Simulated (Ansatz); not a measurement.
# SnS2 (Berndtite-2T): the cost of one run

Program: Ansatz 0.2.0. Level of theory: DFT PBE+D3(BJ), scalar-relativistic, plane waves, PAW. These are calculated values, not measurements.

That is the level of the relaxation; later steps name their own.

1 further run of the same task is left out (set aside as unsound or not needed).

## (1) The starting structure

Symmetry: P-3m1, No. 164, trigonal system. Conventional cell: a = 3.669 Å, b = 3.669 Å, c = 5.810 Å, α = 90.00°, β = 90.00°, γ = 120.00°. Around Sn (site symmetry -3m) lie 6 S at 2.58 Å. S (site symmetry 3m) has 3 Sn at 2.58 Å as nearest neighbours.

Structure file:

```
Sn S
1.0
     3.66863    0.00000    0.00000
    -1.83431    3.17712    0.00000
     0.00000    0.00000    5.80963
Sn S
1 2
Direct
  0.00000 0.00000 0.00000
  0.33333 0.66667 0.25447
  0.66667 0.33333 0.74553
```

It is the result of an earlier relaxation at this level (volume 22.57 Å³/atom; gap on the mesh: 1.24 eV).

## (2) Band edges over the whole zone

File input.yaml:

```yaml
crystal:
  lattice:
    - [3.6686266267, 0.0, 0.0]
    - [-1.8343133133, 3.1771238557, 0.0]
    - [0.0, 0.0, 5.8096313574]
  atoms:
    - { symbol: Sn, position: [0.0, 0.0, 0.0] }
    - { symbol: S, position: [0.3333333333, 0.6666666667, 0.2544694042] }
    - { symbol: S, position: [0.6666666667, 0.3333333333, 0.7455305958] }
basis:
  ecutwfc: 420
kpoints:
  mp_grid: { grid: [9, 9, 6] }
  band_path: { path: [VBM, CBM], npoints: 2 }
hamiltonian:
  xc: pbe
  dispersion: d3bj
scf:
  occupations: { method: gaussian, width: 0.02 }
output:
  forces: true
  stress: true
  eigenvalues: true
```

The run is started by

```sh
$ ansatz run input.yaml --threads 2 --pin off --max-ram 5120MiB --backend cpu --events-out ev --progress --plain --runs-dir out
```

**Question.** How long does this run take on 2 threads of Arm Neoverse V2, shared host, and how much memory does it need?

About 5.2 s, with a peak of 0.35 GiB.
